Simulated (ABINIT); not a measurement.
# ZnS (F-43m) in ABINIT: a series of runs

The runs below take ZnS through band structure, with PBE, LDA, PBEsol, RPBE.

All numbers are computed with ABINIT 10.8.3 (patched build); they aren't measurements. Logs are shortened: lines on timing, memory, paths and dates and some standing lists are left out, and cuts for length are marked. The log counts tension as positive stress, the text compression.

**The experiment to reproduce.**

From “Electronic, vibrational, and thermodynamic properties of ZnS (zincblende and rocksalt structure)”, 2009, arxiv:0911.5022, for a bulk crystal of ZnS at 19 K: band gap 3.85 eV (direct).

How close the calculation comes is told below.

**1. Starting point**

Symmetry: F-43m, No. 216, cubic system. Conventional cell: a = 5.404 Å, b = 5.404 Å, c = 5.404 Å, α = 90.00°, β = 90.00°, γ = 90.00°. Around Zn (site symmetry -43m) lie 4 S at 2.34 Å. S (site symmetry -43m) has 4 Zn at 2.34 Å as nearest neighbours.

**2. Band structure, PBE**

Contents of run.abi:

```
ndtset 2

pp_dirpath "./"
pseudos "Zn.GGA_PBE-JTH.xml, S.GGA_PBE-JTH.xml"

acell 3.8212050455 3.8212050455 3.8212050455 Angstrom
rprim
     0.0000000000     0.7071067812     0.7071067812
     0.7071067812     0.0000000000     0.7071067812
     0.7071067812     0.7071067812     0.0000000000
ntypat 2
znucl 30 16
natom 2
typat 1 2
xcart
     4.0530000000     4.0530000000     4.0530000000
     0.0000000000     0.0000000000     0.0000000000 Angstrom

ecut 26.0
pawecutdg 48.0
pawxcdev 0

ixc 11

occopt 3
tsmear 0.05 eV

nstep 100

iomode 3
prtwf 0
prteig 0
prtebands 0
enunit 1
prtden1 1

kptopt1 1
ngkpt1 9 9 9
nshiftk1 1
shiftk1 0.0 0.0 0.0
nband1 13
tolvrs1 1.0e-9

iscf2 -2
getden2 1
nband2 19
nbdbuf2 4
tolwfr2 1.0e-11
kptopt2 -9
ndivsm2 6
prteig2 1
kptbounds2
     0.0000000000     0.0000000000     0.0000000000
     0.5000000000     0.0000000000     0.5000000000
     0.5000000000     0.2500000000     0.7500000000
     0.3750000000     0.3750000000     0.7500000000
     0.0000000000     0.0000000000     0.0000000000
     0.5000000000     0.5000000000     0.5000000000
     0.6250000000     0.2500000000     0.6250000000
     0.5000000000     0.2500000000     0.7500000000
     0.5000000000     0.5000000000     0.5000000000
     0.3750000000     0.3750000000     0.7500000000
```

Potentials or basis: JTH PAW PBE v2.0.

Command:

```sh
> abinit run.abi > log 2>&1
```

run.abo:

```text
.Version 10.8.3 of ABINIT
 DATASET    1 : space group F-4 3 m (#216); Bravais cF (face-center cubic)
================================================================================
 Values of the parameters that define the memory need for DATASET  1.
     intxc =       0    ionmov =       0      iscf =      17    lmnmax =      18
     lnmax =       6     mgfft =      36  mpssoang =       3    mqgrid =    3001
     natom =       2  nloc_mem =       2    nspden =       1   nspinor =       1
    nsppol =       1      nsym =      24    n1xccc =       1    ntypat =       2
    occopt =       3   xclevel =       2
       mpw =        1707          nfft =       46656          nkpt =          35
 PAW method is used; the additional fine FFT grid is defined by:
   mgfftf=        48    nfftf =    110592
================================================================================
================================================================================

 DATASET    2 : space group F-4 3 m (#216); Bravais cF (face-center cubic)
================================================================================
 Values of the parameters that define the memory need for DATASET  2.
     intxc =       0    ionmov =       0      iscf =      -2    lmnmax =      18
     lnmax =       6     mgfft =      36  mpssoang =       3    mqgrid =    3001
     natom =       2  nloc_mem =       2    nspden =       1   nspinor =       1
    nsppol =       1      nsym =      24    n1xccc =       1    ntypat =       2
    occopt =       3   xclevel =       2
       mpw =        1708          nfft =       46656          nkpt =         103
 PAW method is used; the additional fine FFT grid is defined by:
   mgfftf=        48    nfftf =    110592
================================================================================
================================================================================

--------------------------------------------------------------------------------
------------- Echo of variables that govern the present computation ------------
--------------------------------------------------------------------------------
 -outvars: echo values of preprocessed input variables --------
            acell      7.2210310069E+00  7.2210310069E+00  7.2210310069E+00 Bohr
              amu      6.53900000E+01  3.20660000E+01
             ecut      2.60000000E+01 Hartree
           enunit           1
           getden1          0
           getden2          1
             iscf1         17
             iscf2         -2
                       outvar_i_n : Printing only first  50 k-points.
              ixc          11
           jdtset        1    2
                       outvar_i_n : Printing only first  50 k-points.
           kptopt1          1
           kptopt2         -9
         kptrlatt        9    0    0      0    9    0      0    0    9
          kptrlen1     6.49892791E+01
          kptrlen2     3.00000000E+01
            natom           2
            nband1         13
            nband2         19
           nbdbuf1          0
           nbdbuf2          4
           ndtset           2
           ndivsm1          0
           ndivsm2          6
            ngfft          36      36      36
          ngfftdg          48      48      48
             nkpt1         35
             nkpt2        103
            nstep         100
             nsym          24
           ntypat           2
           occopt           3
        pawecutdg      4.80000000E+01 Hartree
         pawxcdev           0
        prtebands           0
           prteig1          0
           prteig2          1
            prtwf           0
            rprim      0.0000000000E+00  7.0710678120E-01  7.0710678120E-01
                       7.0710678120E-01  0.0000000000E+00  7.0710678120E-01
                       7.0710678120E-01  7.0710678120E-01  0.0000000000E+00
           shiftk1     0.00000000E+00  0.00000000E+00  0.00000000E+00
           shiftk2     5.00000000E-01  5.00000000E-01  5.00000000E-01
          spgroup         216
           tolvrs1     1.00000000E-09
           tolvrs2     0.00000000E+00
           tolwfr1     0.00000000E+00
           tolwfr2     1.00000000E-11
           tsmear      1.83746611E-03 Hartree
            typat      1  2
           useylm           1
                       outvars : Printing only first  50 k-points.
[... 266 lines left out ...]

================================================================================
 Non-SCF case, kpt    1 (  0.00000  0.00000  0.00000), residuals and eigenvalues=
  6.21E-12  8.65E-12  7.68E-12  1.03E-12  6.50E-12  6.03E-12  1.95E-12  6.56E-12
  3.53E-12  6.53E-12  2.63E-12  6.99E-12  6.02E-12  8.05E-12  2.18E-12  9.77E-12
  3.88E-12  2.91E-12  6.25E-12
 -2.8810E-01 -3.7900E-02 -3.7900E-02 -3.7900E-02 -1.9567E-02 -1.9567E-02
  1.9496E-01  1.9496E-01  1.9496E-01  2.7208E-01  4.2889E-01  4.2889E-01
  4.2889E-01  6.2180E-01  6.2180E-01  6.3098E-01  7.2937E-01  7.2937E-01
  7.2937E-01
 Non-SCF case, kpt    2 (  0.02941  0.00000  0.02941), residuals and eigenvalues=
  7.92E-12  5.87E-12  1.09E-12  5.83E-12  8.07E-12  7.08E-12  3.44E-12  6.61E-12
  5.61E-12  2.35E-12  4.18E-12  1.53E-12  3.28E-12  4.47E-12  4.38E-12  3.81E-12
[... 799 lines left out ...]
  1.83E-12  9.75E-12  6.62E-12  5.27E-12  3.83E-12  4.37E-12  4.67E-12  1.15E-08
  1.65E-06  7.15E-07  5.05E-05
 -2.4405E-01 -3.4502E-02 -2.8034E-02 -2.2909E-02 -1.8467E-02 -7.1594E-03
  2.4745E-02  8.0623E-02  1.3181E-01  3.5001E-01  4.2243E-01  5.2875E-01
  5.4178E-01  5.8537E-01  6.4149E-01  7.7189E-01  8.2404E-01  8.2556E-01
  8.6517E-01
 Non-SCF case, kpt  103 (  0.37500  0.37500  0.75000), residuals and eigenvalues=
  4.32E-12  8.84E-12  9.95E-12  7.29E-12  9.84E-12  5.81E-12  3.14E-12  1.57E-12
  7.45E-12  7.95E-12  1.84E-12  3.31E-12  4.73E-12  6.28E-12  7.39E-12  1.67E-09
  9.77E-08  5.04E-06  7.35E-06
 -2.4341E-01 -3.4871E-02 -2.7520E-02 -2.3374E-02 -1.8269E-02 -6.7982E-03
  2.5196E-02  8.0715E-02  1.2861E-01  3.4639E-01  4.1359E-01  5.3843E-01
  5.5243E-01  5.8582E-01  6.4718E-01  7.6709E-01  8.1348E-01  8.3531E-01
  8.7316E-01

--- !ResultsGS
iteration_state: {dtset: 2, }
comment   : Summary of ground state results
lattice_vectors:
- [  0.0000000,   5.1060400,   5.1060400, ]
- [  5.1060400,   0.0000000,   5.1060400, ]
- [  5.1060400,   5.1060400,   0.0000000, ]
lattice_lengths: [   7.22103,    7.22103,    7.22103, ]
lattice_angles: [ 60.000,  60.000,  60.000, ] # degrees, (23, 13, 12)
lattice_volume:   2.6624572E+02
convergence: {deltae:  0.000E+00, res2:  0.000E+00, residm:  9.999E-12, diffor:  0.000E+00, }
etotal    :  -7.46954887E+01
entropy   :   0.00000000E+00
fermie    :   2.35019444E-01
cartesian_stress_tensor: null
pressure_GPa: null
xred      :
- [  7.5000E-01,   7.5000E-01,   7.5000E-01, Zn]
- [ -7.9673E-12,  -7.9674E-12,  -7.9674E-12,  S]
cartesian_forces: null
force_length_stats: {min: null, max: null, mean: null, }
...

 Integrated electronic density in atomic spheres:
 ------------------------------------------------
 Atom  Sphere_radius  Integrated_density
    1        2.30770         10.79885248
    2        1.90380          3.60628199

================================================================================

 ----iterations are completed or convergence reached----

 Mean square residual over all n,k,spin=   53.855E-13; max=  99.994E-13
 reduced coordinates (array xred) for    2 atoms
       0.749999999992      0.749999999992      0.749999999992
      -0.000000000008     -0.000000000008     -0.000000000008

 cartesian coordinates (angstrom) at end:
    1      4.05300000000000     4.05300000000000     4.05300000000000
    2     -0.00000000004306    -0.00000000004306    -0.00000000004306
 length scales=  7.221031006932  7.221031006932  7.221031006932 bohr
              =  3.821205045500  3.821205045500  3.821205045500 angstroms
 Eigenvalues (   eV  ) for nkpt= 103  k points:
 kpt#   1, nband= 19, wtk=  1.00000, kpt=  0.0000  0.0000  0.0000 (reduced coord)
  -7.83954   -1.03133   -1.03133   -1.03133   -0.53244   -0.53244    5.30520    5.30520
   5.30520    7.40356   11.67066   11.67066   11.67066   16.92009   16.92009   17.16990
  19.84716   19.84716   19.84716
 kpt#   2, nband= 19, wtk=  1.00000, kpt=  0.0294  0.0000  0.0294 (reduced coord)
  -7.83067   -1.03257   -1.02913   -1.02913   -0.53344   -0.53180    5.21379    5.27985
   5.27985    7.50343   11.62212   11.70790   11.70790   16.78087   16.93081   17.25006
  19.88023   19.88023   19.91084
 kpt#   3, nband= 19, wtk=  1.00000, kpt=  0.0588  0.0000  0.0588 (reduced coord)
  -7.80423   -1.03618   -1.02255   -1.02255   -0.53640   -0.52989    4.97976    5.20597
   5.20597    7.76147   11.48514   11.81755   11.81755   16.41948   16.96289   17.48456
  19.97924   19.97924   20.06406
 kpt#   4, nband= 19, wtk=  1.00000, kpt=  0.0882  0.0000  0.0882 (reduced coord)
  -7.76075   -1.04186   -1.01167   -1.01167   -0.54111   -0.52679    4.66947    5.08949
   5.08949    8.10690   11.28073   11.99383   11.99383   15.94441   17.01597   17.85114
  20.14343   20.14343   20.25378
 kpt#   5, nband= 19, wtk=  1.00000, kpt=  0.1176  0.0000  0.1176 (reduced coord)
[... 381 lines left out ...]
   3.81094    9.73894   11.68171   13.87210   13.97160   16.39905   17.47827   20.53241
  21.33956   22.50254   23.51394
 kpt# 101, nband= 19, wtk=  1.00000, kpt=  0.4000  0.4000  0.7000 (reduced coord)
  -6.67060   -0.93029   -0.78185   -0.61411   -0.50605   -0.21712    0.63131    2.30716
   3.69218    9.63605   11.65510   14.06723   14.37518   16.11725   17.42157   20.87985
  21.95320   22.54696   23.46784
 kpt# 102, nband= 19, wtk=  1.00000, kpt=  0.3875  0.3875  0.7250 (reduced coord)
  -6.64104   -0.93885   -0.76285   -0.62338   -0.50250   -0.19482    0.67335    2.19388
   3.58666    9.52420   11.49480   14.38806   14.74245   15.92883   17.45583   21.00429
  22.42318   22.46459   23.54250
 kpt# 103, nband= 19, wtk=  1.00000, kpt=  0.3750  0.3750  0.7500 (reduced coord)
  -6.62344   -0.94889   -0.74887   -0.63603   -0.49712   -0.18499    0.68561    2.19636
   3.49954    9.42567   11.25424   14.65145   15.03232   15.94093   17.61053   20.87366
  22.13591   22.72997   23.75996

== END DATASET(S) ==============================================================
================================================================================

 -outvars: echo values of variables after computation  --------
            acell      7.2210310069E+00  7.2210310069E+00  7.2210310069E+00 Bohr
           etotal1    -7.4695488730E+01
            fcart1    -0.0000000000E+00 -0.0000000000E+00 -0.0000000000E+00
                      -0.0000000000E+00 -0.0000000000E+00 -0.0000000000E+00
            rprim      0.0000000000E+00  7.0710678120E-01  7.0710678120E-01
                       7.0710678120E-01  0.0000000000E+00  7.0710678120E-01
                       7.0710678120E-01  7.0710678120E-01  0.0000000000E+00
           strten1    -5.1482496761E-05 -5.1482496761E-05 -5.1482496761E-05
                       0.0000000000E+00  0.0000000000E+00  0.0000000000E+00
           xangst      4.0530000000E+00  4.0530000000E+00  4.0530000000E+00
                      -4.3056003985E-11 -4.3055778998E-11 -4.3055778998E-11
             xred      7.4999999999E-01  7.4999999999E-01  7.4999999999E-01
                      -7.9673490028E-12 -7.9674322695E-12 -7.9674322695E-12
 Calculation completed.
```

Run time: 94 s. Hardware: 1 thread of Intel Xeon 6975P-C (Granite Rapids), shared host; peak memory 0.15 GiB.

Results:

* Free energy: -2032.5678 eV
* Pressure: 1.5 GPa
* Band gap on the k mesh: 2.10 eV, direct
* Band gap along the path: 2.10 eV, direct
* Valence electrons inside the program's atomic spheres: Zn 10.80; S 3.61

Levels at the corners of the path, in eV from the valence-band top:
```
point  band 7  band 8  band 9  band 10  band 11  band 12
    Γ    0.00    0.00    0.00     2.10     6.37     6.37
    X   -4.56   -2.22   -2.22     3.40     4.06    10.95
    W   -4.59   -2.75   -2.71     5.69     6.02     7.85
    K   -4.62   -3.11   -1.81     4.12     5.95     9.35
    Γ    0.00    0.00    0.00     2.10     6.37     6.37
    L   -5.29   -0.87   -0.87     3.30     6.89     6.89
    U   -4.62   -3.11   -1.81     4.12     5.95     9.35
    W   -4.59   -2.75   -2.71     5.69     6.02     7.85
    L   -5.29   -0.87   -0.87     3.30     6.89     6.89
    K   -4.62   -3.11   -1.81     4.12     5.95     9.35
```

**3. Band structure, LDA**

Edit run.abi of step 2 so:

```diff
@@ -20,5 +20,4 @@
 pawecutdg 48.0
-pawxcdev 0
 
-ixc 11
+ixc 7
```

Potentials or basis: JTH PAW PBE v2.0.

Command:

```sh
> abinit run.abi > log 2>&1
```

It took 88 s on 1 thread of Intel Xeon 6975P-C (Granite Rapids), shared host; peak memory 0.14 GiB.

The run converged. Its results:

| Quantity | Value |
| --- | --- |
| Free energy | -2037.4991 eV |
| Pressure | -4.5 GPa |
| Band gap on the k mesh | 1.85 eV, direct |
| Band gap along the path | 1.85 eV, direct |
| Valence electrons inside the program's atomic spheres | Zn 10.82; S 3.58 |

Levels at the corners of the path, in eV from the valence-band top:
| point | band 7 | band 8 | band 9 | band 10 | band 11 | band 12 |
| --- | --- | --- | --- | --- | --- | --- |
| Γ | 0.00 | 0.00 | 0.00 | 1.85 | 6.23 | 6.23 |
| X | -4.67 | -2.26 | -2.26 | 3.18 | 3.88 | 10.70 |
| W | -4.69 | -2.81 | -2.78 | 5.52 | 5.89 | 7.66 |
| K | -4.72 | -3.18 | -1.84 | 3.92 | 5.80 | 9.16 |
| Γ | 0.00 | 0.00 | 0.00 | 1.85 | 6.23 | 6.23 |
| L | -5.40 | -0.88 | -0.88 | 3.08 | 6.76 | 6.76 |
| U | -4.72 | -3.18 | -1.84 | 3.92 | 5.80 | 9.16 |
| W | -4.69 | -2.81 | -2.78 | 5.52 | 5.89 | 7.66 |
| L | -5.40 | -0.88 | -0.88 | 3.08 | 6.76 | 6.76 |
| K | -4.72 | -3.18 | -1.84 | 3.92 | 5.80 | 9.16 |

Caveat: the PAW data sets were made with another functional, which shifts forces and pressure a little.

**4. Band structure, PBEsol**

Edit run.abi of step 3 so:

```diff
@@ -20,4 +20,5 @@
 pawecutdg 48.0
+pawxcdev 0
 
-ixc 7
+ixc -116133
```

Command:

```sh
> abinit run.abi > log 2>&1
```

Wall time 85 s (1 thread of Intel Xeon 6975P-C (Granite Rapids), shared host); peak memory 0.15 GiB.

Results (log left out):

| Property | Result |
| --- | --- |
| Free energy | -2031.7448 eV |
| Pressure | -2.1 GPa |
| Band gap on the k mesh | 1.96 eV, direct |
| Band gap along the path | 1.96 eV, direct |
| Valence electrons inside the program's atomic spheres | Zn 10.80; S 3.58 |

Levels at the corners of the path, in eV from the valence-band top:
```csv
point,band 6,band 7,band 8,band 9,band 10,band 11,band 12,band 13
Γ,-5.86,0.00,0.00,0.00,1.96,6.26,6.26,6.26
X,-5.65,-4.61,-2.25,-2.25,3.23,3.95,10.81,11.84
W,-5.46,-4.64,-2.81,-2.76,5.55,5.97,7.72,8.04
K,-5.51,-4.68,-3.17,-1.83,3.98,5.86,9.21,9.64
Γ,-5.86,0.00,0.00,0.00,1.96,6.26,6.26,6.26
L,-5.66,-5.37,-0.88,-0.88,3.17,6.79,6.79,8.69
U,-5.51,-4.68,-3.17,-1.83,3.98,5.86,9.21,9.64
W,-5.46,-4.64,-2.81,-2.76,5.55,5.97,7.72,8.04
L,-5.66,-5.37,-0.88,-0.88,3.17,6.79,6.79,8.69
K,-5.51,-4.68,-3.17,-1.83,3.98,5.86,9.21,9.64
```

Caveat: the PAW data sets were made with another functional, which shifts forces and pressure a little.

**5. Band structure, RPBE**

Edit run.abi of step 4 so:

```diff
@@ -22,3 +22,3 @@
 
-ixc -116133
+ixc 15
```

Command:

```sh
> abinit run.abi > log 2>&1
```

It took 91 s on 1 thread of Intel Xeon 6975P-C (Granite Rapids), shared host; peak memory 0.15 GiB.

It converged, with:

```
Free energy                                           : -2030.4270 eV
Pressure                                              : 4.1 GPa
Band gap on the k mesh                                : 2.26 eV, direct
Band gap along the path                               : 2.26 eV, direct
Valence electrons inside the program's atomic spheres : Zn 10.79; S 3.61
```

Levels at the corners of the path, in eV from the valence-band top:
```tsv
point	band 6	band 7	band 8	band 9	band 10	band 11	band 12	band 13
Γ	-5.80	0.00	0.00	0.00	2.26	6.42	6.42	6.42
X	-5.58	-4.51	-2.20	-2.20	3.55	4.16	11.13	12.02
W	-5.40	-4.55	-2.71	-2.68	5.81	6.07	7.94	8.32
K	-5.45	-4.58	-3.07	-1.79	4.24	6.04	9.48	9.78
Γ	-5.80	0.00	0.00	0.00	2.26	6.42	6.42	6.42
L	-5.59	-5.24	-0.86	-0.86	3.42	6.96	6.96	9.06
U	-5.45	-4.58	-3.07	-1.79	4.24	6.04	9.48	9.78
W	-5.40	-4.55	-2.71	-2.68	5.81	6.07	7.94	8.32
L	-5.59	-5.24	-0.86	-0.86	3.42	6.96	6.96	9.06
K	-5.45	-4.58	-3.07	-1.79	4.24	6.04	9.48	9.78
```

Caveat: the PAW data sets were made with another functional, which shifts forces and pressure a little.

**6. Overview**

| level | gap on the mesh (eV) | pressure (GPa) |
| --- | --- | --- |
| PBE | 2.10 | 1.5 |
| LDA | 1.85 | -4.5 |
| PBEsol | 1.96 | -2.1 |
| RPBE | 2.26 | 4.1 |

Alike in all rows: task band structure; potentials or basis JTH PAW PBE v2.0; no spin polarisation; cell as given; k mesh 9 × 9 × 9; cutoff (eV) 707; smearing fermi-dirac 0.05 eV.

On the cell as given the gap runs from 1.85 eV (LDA) to 2.26 eV (RPBE). The pressure there spans -4.5 GPa (LDA) to 4.1 GPa (RPBE); a positive pressure means that this level wants a larger cell, a negative one a smaller.

Caveats: the PAW data sets were made with another functional, which shifts forces and pressure a little (some runs).

Total energies depend on the potentials used, so only differences within one code and one set of settings carry meaning.

**7. Comparison with measurements**

Step 2. Against the measured gap of ZnS, 3.85 eV (direct; 19 K; quoted in “Electronic, vibrational, and thermodynamic properties of ZnS (zincblende and rocksalt structure)”, 2009, arxiv:0911.5022), the calculated 2.10 eV is off by -1.75 eV. The value is that of PBE, without temperature or zero-point motion. Semilocal functionals fall short of measured gaps as a rule.

Step 3. Measured gap of ZnS: 3.85 eV (direct; 19 K; quoted in “Electronic, vibrational, and thermodynamic properties of ZnS (zincblende and rocksalt structure)”, 2009, arxiv:0911.5022). This calculation gives 1.85 eV (-2.00 eV). So large a miss can be the level of theory's own, or it may mean another phase, state or a wrong row. The value is that of LDA, without temperature or zero-point motion. Semilocal functionals fall short of measured gaps as a rule.

Step 4. Against the measured gap of ZnS, 3.85 eV (direct; 19 K; quoted in “Electronic, vibrational, and thermodynamic properties of ZnS (zincblende and rocksalt structure)”, 2009, arxiv:0911.5022), the calculated 1.96 eV is off by -1.89 eV. The value is that of PBEsol, without temperature or zero-point motion. Semilocal functionals fall short of measured gaps as a rule.

Step 5. Measured gap of ZnS: 3.85 eV (direct; 19 K; quoted in “Electronic, vibrational, and thermodynamic properties of ZnS (zincblende and rocksalt structure)”, 2009, arxiv:0911.5022). This calculation gives 2.26 eV (-1.59 eV). The value is that of RPBE, without temperature or zero-point motion. Semilocal functionals fall short of measured gaps as a rule.
